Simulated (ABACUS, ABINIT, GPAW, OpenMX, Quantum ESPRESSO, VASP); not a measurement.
## One calculation of CoO, 6 ways

```xyz
2
Lattice="0.0000 2.1315 2.1315 2.1315 0.0000 2.1315 2.1315 2.1315 0.0000" Properties=species:S:1:pos:R:3 pbc="T T T"
Co    0.0498    0.0164    0.0019
O     2.1581    2.1154    2.1619
```

Atoms were shifted at random by some hundredths of an Å from the given cell, which wasn't relaxed again for these runs.

Alike in all runs: task single point; functional PBE; k mesh 11 × 11 × 11; occupations fermi-dirac, width 0.05 eV; collinear spin, ferromagnetic start; no spin-orbit coupling. Pressure is positive in compression and, in plane waves, holds the error of the finite cutoff.

```tsv
program and potentials	plane-wave cutoff (eV)	notes	pressure (GPa)	net moment per atom (μB)	largest force (eV/Å)	energy over the undisturbed cell (meV/atom)
ABINIT, JTH PAW PBE v2.0	707	11.5 valence electrons an atom on average	?	?	?	-
ABACUS, PseudoDojo NC SR 0.4.1 PBE standard, plane waves	1320	11.5 valence electrons an atom on average	-1.82	1.50	-	0.55
Quantum ESPRESSO, SSSP 1.3 efficiency PBE	748	11.5 valence electrons an atom on average	-1.72	1.49	-	0.22
OpenMX, OpenMX 2013 PBE set, Co6.0H-s3p2d2, O6.0-s2p2d1, grid cutoff 500 Ry	-	atomic basis; 11.5 valence electrons an atom on average	0.19	1.48	0.089	-
GPAW, GPAW PAW data sets (gpaw-data 1.2.1)	800	7.5 valence electrons an atom on average	-1.14	1.47	0.060	-
VASP, PBE PAW files Co, O, 520 eV	520	7.5 valence electrons an atom on average	-2.20	1.45	0.056	-
```

Problem. Estimate from the other rows what the run with ABINIT, JTH PAW PBE v2.0 gave.

Solution. Pressure -2.15 GPa; net moment per atom 1.46 μB; largest force 0.053 eV/Å. The other rows, which needn't bracket it: pressure -2.20 to 0.19; net moment per atom 1.45 to 1.50; largest force 0.056 to 0.089; energy over the undisturbed cell 0.22 to 0.55.
